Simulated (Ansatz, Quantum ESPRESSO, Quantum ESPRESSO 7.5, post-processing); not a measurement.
## Ballistic transmission: C2 in line between two Si chains

How well does the junction conduct in the ballistic limit? It is: C2 in line between two Si chains.

Program: Quantum ESPRESSO 7.5. Level of theory: plane-wave DFT, PBE, GBRV ultrasoft pseudopotentials (cross-check by Ansatz 0.2.0 with PAW datasets). Results are calculated unless marked as measured.

Most raw output is cut from this account.

### 1. The structure

The cell holds 12 atoms: 10 Si and 2 C. Its edges and angles: a = 7.500 Å, b = 7.500 Å, c = 24.403 Å, α = 90.0°, β = 90.0°, γ = 90.0°. Regions: left lead, 5 atoms (5 Si); channel, 2 atoms (2 C); right lead, 5 atoms (5 Si). Vacuum lies along a and b. The structure is stacked along c, and the current runs across the ab planes.

### 2. SCF with pw.x

One periodic cell holds a stretch of lead, the junction and more lead; the atoms stay as built.

scf.in

```
&control
  prefix = 'scf'
  outdir = './out'
  pseudo_dir = './pseudo'
  calculation = 'scf'
  tprnfor = .true.
/
&system
  ibrav = 0
  nat = 12
  ntyp = 2
  ecutwfc = 34
  ecutrho = 170
  occupations = 'smearing'
  smearing = 'mv'
  degauss = 0.01
/
&electrons
  conv_thr = 1e-07
  mixing_beta = 0.25
  electron_maxstep = 120
  mixing_mode = 'local-TF'
/
ATOMIC_SPECIES
  Si  28.0850  si_pbe_v1.uspp.F.UPF
  C   12.0110  c_pbe_v1.2.uspp.F.UPF
CELL_PARAMETERS angstrom
  7.50000000000000 0.00000000000000 0.00000000000000
  0.00000000000000 7.50000000000000 0.00000000000000
  0.00000000000000 0.00000000000000 24.40300000000000
ATOMIC_POSITIONS crystal
  Si  0.500000000000 0.500000000000 0.000000000000
  Si  0.500000000000 0.500000000000 0.090152850059
  Si  0.500000000000 0.500000000000 0.180305700119
  Si  0.500000000000 0.500000000000 0.270458550178
  Si  0.500000000000 0.500000000000 0.360611400238
  C   0.500000000000 0.500000000000 0.429516862681
  C   0.500000000000 0.500000000000 0.480330287260
  Si  0.500000000000 0.500000000000 0.549235749703
  Si  0.500000000000 0.500000000000 0.639388599762
  Si  0.500000000000 0.500000000000 0.729541449822
  Si  0.500000000000 0.500000000000 0.819694299881
  Si  0.500000000000 0.500000000000 0.909847149941
K_POINTS automatic
  1 1 3 0 0 0
```

Run with:

```
> OMP_NUM_THREADS=1 mpirun -n 2 pw.x -nk 1 -in scf.in > scf.out
```

Elapsed: 90 s, on 2 MPI ranks of Arm Neoverse V1, shared host; peak memory 1.4 GiB.

Numbers from this step:

* free energy: -1594.5599 eV
* Fermi energy: -3.267 eV

The program's own clock; routines nest. Time by routine:

```tsv
routine	wall time (s)	calls
PWSCF	89.43	1
electrons	85.13	1
c_bands	34.39	19
cegterg	32.38	38
h_psi	26.27	124
fftw	22.06	6454
sum_band	20.23	19
vloc_psi	19.39	124
newd	14.36	20
mix_rho	14.35	19
ffts	9.3	1983
calbec	5.12	170
h_psi:calbec	3.44	124
add_vuspsi	3.39	124
```

The run needed 19 iterations to bring the estimated error under 1e-07 Ry; the largest force on any atom, held or free, is 2.21 eV/Å.

### 3. Transmission with pwcond.x

prefixt takes both regions from one run: the lead from 0 to bdl, the scattering region from bdl to bds (units of alat). ikind = 1 puts the same lead on both sides. The program's T_tot counts both spins in a run without spin; the tables below give T per spin.

cond.in

```
&inputcond
  outdir = './out'
  prefixt = 'scf'
  tran_file = 'cond.dat'
  bdl = 0.5866666667
  bds = 3.2537333333
  ikind = 1
  ewind = 4.0
  epsproj = 1e-05
  nz1 = 7
  energy0 = 2.0
  denergy = -0.1
/
1
  0.00000000 0.00000000 1.00000000
41
```

Run with:

```
> OMP_NUM_THREADS=1 mpirun -n 2 pwcond.x -in cond.in > cond.out
```

It took 3.9 min on 2 MPI ranks; peak memory 0.59 GiB.

This step gave:

```
lead channels at the Fermi level, one spin : 3
transmission at the Fermi level, one spin  : 2.012
conductance                                : 2.012 G₀
```

Per spin. Open channels against energy, zero at the Fermi level:

```tsv
energy (eV)	open channels
-2.00	0
-1.80	0
-1.60	0
-1.40	0
-1.20	2
-1.00	2
-0.90	3
-0.70	3
-0.50	3
-0.30	3
-0.10	3
0.00	3
0.10	3
0.30	3
0.50	3
0.70	3
0.90	3
1.00	3
1.20	3
1.40	3
1.60	3
1.80	3
2.00	3
```

Per spin. Table of transmission by energy, zero at the Fermi level:

```tsv
energy (eV)	transmission
-2.00	0
-1.80	0
-1.60	0
-1.40	0
-1.30	1.86
-1.20	1.50
-1.00	1.43
-0.90	1.56
-0.70	1.75
-0.50	1.85
-0.30	1.94
-0.10	2.00
0.00	2.01
0.10	2.02
0.20	2.02
0.30	2.02
0.50	2.03
0.70	2.03
0.90	2.03
1.00	2.03
1.20	2.04
1.40	2.04
1.60	2.04
1.80	2.04
2.00	2.04
```

The program's own clock; routines nest. Time by routine:

```tsv
routine	wall time (s)	calls
PWCOND	231.1	1
scatter_forw	197.3	82
local	14.89	1
compbs	14.87	41
compbs_2	12.14	41
init	1.34	1
poten	0.08	1
```

At no point does T exceed the number of channels. That doesn't clear the run: at some energies its lead has fewer channels than the second code's.

### 4. The open system, with nz1 = 3

A sensitivity test on the input.

cond.w.in, as its differences from the input of step 3:

```diff
@@ -3,3 +3,3 @@
   prefixt = 'scf'
-  tran_file = 'cond.dat'
+  tran_file = 'cond.w.dat'
   bdl = 0.5866666667
@@ -9,3 +9,3 @@
   epsproj = 1e-05
-  nz1 = 7
+  nz1 = 3
   energy0 = 2.0
```

Run with:

```
> OMP_NUM_THREADS=1 mpirun -n 2 pwcond.x -in cond.w.in > cond.w.out
```

Wall time 3.3 min (2 MPI ranks); peak memory 0.59 GiB.

The changed values were drawn from a wide range, not chosen for quality; the comparison shows what they did here together.

Beside the run it was changed from:

```tsv
quantity	this run	unchanged run	difference
transmission at the Fermi level, one spin	2.013	2.012	3.5e-4
lead channels at the Fermi level, one spin	3	3	0
wall time (s)	201	232
```

Over all energies T moves by up to 0.0017, at -1.3 eV.

The physical values in this table stay within 0.05 %.

### 5. Cross-check with Ansatz

A second code with its own PAW datasets, on the same atoms.

Level of this step: plane-wave DFT, PBE, Ansatz PAW (Ansatz 0.2.0).

input.yaml

```yaml
crystal:
  lattice:
    - [7.5, 0.0, 0.0]
    - [0.0, 7.5, 0.0]
    - [0.0, 0.0, 24.403]
  atoms:
    - { symbol: Si, position: [0.5, 0.5, 0.0] }
    - { symbol: Si, position: [0.5, 0.5, 0.0901528501] }
    - { symbol: Si, position: [0.5, 0.5, 0.1803057001] }
    - { symbol: Si, position: [0.5, 0.5, 0.2704585502] }
    - { symbol: Si, position: [0.5, 0.5, 0.3606114002] }
    - { symbol: C, position: [0.5, 0.5, 0.4295168627] }
    - { symbol: C, position: [0.5, 0.5, 0.4803302873] }
    - { symbol: Si, position: [0.5, 0.5, 0.5492357497] }
    - { symbol: Si, position: [0.5, 0.5, 0.6393885998] }
    - { symbol: Si, position: [0.5, 0.5, 0.7295414498] }
    - { symbol: Si, position: [0.5, 0.5, 0.8196942999] }
    - { symbol: Si, position: [0.5, 0.5, 0.9098471499] }
kpoints:
  mp_grid: { grid: [1, 1, 4] }
hamiltonian:
  xc: pbe
scf:
  occupations: { method: fermi_dirac, width: 0.1 }
  convergence: { dr2_threshold: 1.0e-08 }
output:
  transmission:
    leads: [[0, 1]]
    e_range: [-2.0, 2.0]
    de: 0.05
    kmesh: [1, 1]
    reduced_basis: true
  write_potential: true
  write_density: true
  volumetric_format: npy
```

Run with:

```
> ansatz run input.yaml --threads 2 --pin off --max-ram 4096MiB --backend cpu --events-out ev --progress --plain --runs-dir out
```

Elapsed: 72 s, on 2 threads; peak memory 1.4 GiB.

This step gave:

```
free energy                                  : -6836.3874 eV
energy at zero smearing                      : -6836.2316 eV
smearing term TS                             : 0.3116 eV
Fermi energy                                 : -3.246 eV
symmetry operations                          : 16
transmission at the Fermi level, one spin    : 1.988
step of the lead's Hamiltonian over a period : 3.2 meV
```

Per spin. Transmission against energy, zero at the Fermi level:

```tsv
energy (eV)	transmission
-2.00	0
-1.85	0
-1.70	0
-1.60	0
-1.45	0
-1.35	1.99
-1.30	1.73
-1.15	1.45
-1.05	1.45
-0.90	1.57
-0.75	1.72
-0.60	1.84
-0.50	1.89
-0.35	1.94
-0.20	1.97
-0.05	1.98
0.00	1.99
0.05	1.99
0.20	2.00
0.35	2.00
0.50	2.01
0.60	2.01
0.75	2.02
0.90	2.03
1.05	2.03
1.15	2.04
1.30	2.04
1.45	2.04
1.60	2.04
1.70	2.04
1.85	2.04
2.00	2.04
```

Per spin. The open channels by energy, zero at the Fermi level:

```tsv
energy (eV)	open channels
-2.00	0
-1.90	0
-1.80	0
-1.70	0
-1.55	0
-1.45	0
-1.35	2
-1.25	2
-1.15	2
-1.05	2
-0.90	3
-0.80	3
-0.70	3
-0.60	3
-0.50	3
-0.40	3
-0.25	3
-0.15	3
-0.05	3
0.00	3
0.05	3
0.15	3
0.25	3
0.40	3
0.50	3
0.60	3
0.70	3
0.80	3
0.90	3
1.05	3
1.15	3
1.25	3
1.35	3
1.45	3
1.55	3
1.70	3
1.80	3
1.90	3
2.00	3
```

Ansatz finds T = 1.99 against pwcond's 2.01.

### 6. All levels side by side

All levels:

```tsv
step	T at the Fermi level (per spin)	conductance (G0)	r.m.s. T(E) from the first	CPU time of the step (s)	peak memory (GiB)
Ansatz	1.988	-	0	139.5	1.359
pwcond	2.012	2.012	0.3063	463.1	0.59
pwcond, changed setting	2.013	2.013	0.3062	401.4	0.59
```

Per spin. Table of transmission by energy, zero at the Fermi level:

```tsv
energy (eV)	Ansatz	pwcond	pwcond, changed setting
-2.00	0	0	0
-1.90	0	0	0
-1.80	0	0	0
-1.70	0	0	0
-1.60	0	0	0
-1.50	0	0	0
-1.40	0	0	0
-1.30	1.73	1.86	1.86
-1.20	1.48	1.50	1.50
-1.10	1.44	1.38	1.38
-1.00	1.48	1.43	1.43
-0.90	1.57	1.56	1.56
-0.80	1.68	1.67	1.67
-0.70	1.77	1.75	1.75
-0.60	1.84	1.81	1.81
-0.50	1.89	1.85	1.85
-0.40	1.93	1.90	1.90
-0.30	1.95	1.94	1.94
-0.20	1.97	1.97	1.97
-0.10	1.98	2.00	2.00
0.00	1.99	2.01	2.01
0.10	1.99	2.02	2.02
0.20	2.00	2.02	2.02
0.30	2.00	2.02	2.02
0.40	2.01	0.0521	0.0525
0.50	2.01	2.03	2.03
0.60	2.01	2.03	2.03
0.70	2.02	2.03	2.03
0.80	2.02	2.03	2.03
0.90	2.03	2.03	2.03
1.00	2.03	2.03	2.03
1.10	2.03	2.03	2.03
1.20	2.04	2.04	2.04
1.40	2.04	2.04	2.04
1.50	2.04	2.04	2.04
1.60	2.04	2.04	2.04
1.70	2.04	2.04	2.04
1.80	2.04	2.04	2.04
1.90	2.04	2.04	2.04
2.00	2.04	2.04	2.04
```

### 7. By hand

G = 2.01 × 77.48 µS = 156 µS a cell, a resistance of 6.41 kΩ.

### 8. Summary of results

- conductance from T at the Fermi level, a cell (G₀ = 2e²/h): 2.01 G₀
- lead channels per spin: 3.00
- the same conductance by Ansatz: 1.99 G₀

The junction conducts 2.01 G₀ a cell at the Fermi level (PBE, GBRV ultrasoft). At the Fermi level the junction passes 67 % of what the leads offer. At the Fermi level pwcond and Ansatz differ by 1.2 %, a close match. Over -2 to 2 eV, T lies between 0 and 2.0 per spin. pwcond's lead, cut out of the junction cell, has fewer channels than Ansatz's near 0.4 eV, so its T is in doubt there. The geometry is as built, not relaxed, and the leads are short.

[Logs are printed without paths, hosts, clocks, repeated set-up lines and the standing remarks that a program may print on its own settings, such as how far it seeks lower states.]

[Hosts, paths, dates, database ids (printed as entryN), source tags and the programs' standing remarks are cut or masked in the printed files.]

[Maps of the electrostatic potential energy from Ansatz leave out the sawtooth potential of an applied field or a dipole correction, so their vacuum need not be flat; planar profiles and work functions include it.]
